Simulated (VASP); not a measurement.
# C (Fd-3m) in VASP: notebook, part 2 of 2

VASP 6.6.1. The steps go on from the part before.

## 3. Born charges and dielectric tensor, PBE

INCAR reads:

```
PREC = Accurate
ENCUT = 700
EDIFF = 1E-8
ISMEAR = 0
SIGMA = 0.02
LREAL = False
LASPH = True
NELM = 60
ALGO = Normal
ISIF = 2
LWAVE = False
LCHARG = False
GGA = PE
LEPSILON = True
IBRION = 8
NSW = 1
```

KPOINTS reads:

```
Automatic mesh
0
Gamma
  14 14 14
```

POSCAR reads:

```
C                                       
1.0
    0.0000000000      1.7854487266      1.7854487266
    1.7854487266      0.0000000000      1.7854487266
    1.7854487266      1.7854487266      0.0000000000
  C             
     2
Direct
     0.0000000000000000    0.0000000000000000    0.0000000000000000
     0.2500000000000000    0.2500000000000000    0.2500000000000000
```

Potentials or basis: VASP PAW PBE potentials, release 64 (C).

Started as:

```sh
$ cat potpaw_PBE.64/C/POTCAR > POTCAR
$ mpirun -np 1 vasp_std > vasp.out
```

OUTCAR:

```text
PREC = Accurate
   ENCUT = 700
   EDIFF = 1E-8
   ISMEAR = 0
   LREAL = False
   LASPH = True
   NELM = 60
   ISIF = 2
   GGA = PE
   LEPSILON = True
   IBRION = 8
   NSW = 1

 ion  position               nearest neighbor table
   1  0.000  0.000  0.000-   2 1.55   2 1.55   2 1.55   2 1.55
   2  0.250  0.250  0.250-   1 1.55   1 1.55   1 1.55   1 1.55

  LATTYP: Found a face centered cubic cell.
 ALAT       =     3.5708974532

  Lattice vectors:

 A1 = (   0.0000000000,   1.7854487266,   1.7854487266)
 A2 = (   1.7854487266,   0.0000000000,   1.7854487266)
 A3 = (   1.7854487266,   1.7854487266,   0.0000000000)

Analysis of symmetry for initial positions (statically):
=====================================================================
 Subroutine PRICEL returns:
 Original cell was already a primitive cell.

 Routine SETGRP: Setting up the symmetry group for a
 face centered cubic supercell.
[... 566 lines left out ...]
  1Z     0.000000    0.000000  -36.916430    0.000000    0.000000   36.916430
  2X    36.916430    0.000000    0.000000  -36.916430    0.000000    0.000000
  2Y     0.000000   36.916430    0.000000    0.000000  -36.916430    0.000000
  2Z     0.000000    0.000000   36.916430    0.000000    0.000000  -36.916430

 Eigenvectors and eigenvalues of the dynamical matrix
 ----------------------------------------------------

   1 f  =   38.760198 THz   243.537509 2PiTHz 1292.901048 cm-1   160.299228 meV
             X         Y         Z           dx          dy          dz
      0.000000  0.000000  0.000000     0.707107    0.000000    0.000000
      0.892724  0.892724  0.892724    -0.707107    0.000000    0.000000
[... 16 lines left out ...]
   5 f  =    0.000000 THz     0.000000 2PiTHz    0.000000 cm-1     0.000000 meV
             X         Y         Z           dx          dy          dz
      0.000000  0.000000  0.000000     0.707107    0.000000    0.000000
      0.892724  0.892724  0.892724     0.707107    0.000000    0.000000

   6 f/i=    0.000000 THz     0.000003 2PiTHz    0.000016 cm-1     0.000002 meV
             X         Y         Z           dx          dy          dz
      0.000000  0.000000  0.000000     0.000000    0.186097    0.682179
      0.892724  0.892724  0.892724     0.000000    0.186097    0.682179

--------------------------------------------------------------------------------------------------------

 MACROSCOPIC STATIC DIELECTRIC TENSOR IONIC CONTRIBUTION
 ------------------------------------------------------
           0.000000     0.000000    -0.000000
           0.000000     0.000000     0.000000
          -0.000000     0.000000     0.000000
 ------------------------------------------------------

 ELASTIC MODULI CONTR FROM IONIC RELAXATION (kBar)
 Direction    XX          YY          ZZ          XY          YZ          ZX
 --------------------------------------------------------------------------------
 XX          -0.0000     -0.0000     -0.0000     -0.0000     -0.0000      0.0000
 YY          -0.0000     -0.0000     -0.0000     -0.0000     -0.0000     -0.0000
 ZZ          -0.0000     -0.0000     -0.0000     -0.0000     -0.0000      0.0000
 XY          -0.0000     -0.0000     -0.0000    -29.4846      0.0000      0.0000
 YZ          -0.0000     -0.0000     -0.0000      0.0000    -29.4846      0.0000
 ZX           0.0000     -0.0000      0.0000      0.0000      0.0000    -29.4846
 --------------------------------------------------------------------------------

 PIEZOELECTRIC TENSOR IONIC CONTR  for field in x, y, z        (C/m^2)
          XX          YY          ZZ          XY          YZ          ZX
  --------------------------------------------------------------------------------
  x    -0.00000    -0.00000    -0.00000     0.00000    -0.00000     0.00000
  y     0.00000    -0.00000     0.00000    -0.00000    -0.00000    -0.00000
  z    -0.00000    -0.00000    -0.00000    -0.00000    -0.00000    -0.00000
```

Wall time 68 s (1 thread of Intel Xeon 6975P-C (Granite Rapids), shared host); peak memory 0.26 GiB.

What came out:

```
Band gap on the k mesh                  : 4.12 eV, indirect (least direct gap 5.58 eV)
Electronic dielectric tensor (diagonal) : 5.85
Born charges (mean of the diagonal)     : C +0.00 e
Highest phonon frequency at Γ           : 1293 cm⁻¹
```

Levels at points of the mesh, in eV from the valence-band top:
```tsv
k point	band 2	band 3	band 4	band 5	band 6	band 7
(0.00, 0.00, 0.00)	0.00	0.00	0.00	5.58	5.58	5.58
(0.50, 0.00, 0.00)	-13.33	-2.79	-2.79	8.45	8.45	8.80
(0.50, 0.50, 0.00)	-12.74	-6.28	-6.28	4.75	4.75	16.75
```

Phonon frequencies in cm⁻¹ (negative: imaginary):
| q point | frequencies |
| --- | --- |
| (0.000, 0.000, 0.000) | 0 0 0 1293 1293 1293 |

Electronic dielectric tensor:
```
5.85 0.00 0.00
0.00 5.85 0.00
0.00 0.00 5.85
```

Born effective charge tensors (e):
atom 1, C
```
0.00 0.00 0.00
0.00 0.00 0.00
0.00 0.00 0.00
```
atom 2, C
```
0.00 0.00 0.00
0.00 0.00 0.00
0.00 0.00 0.00
```
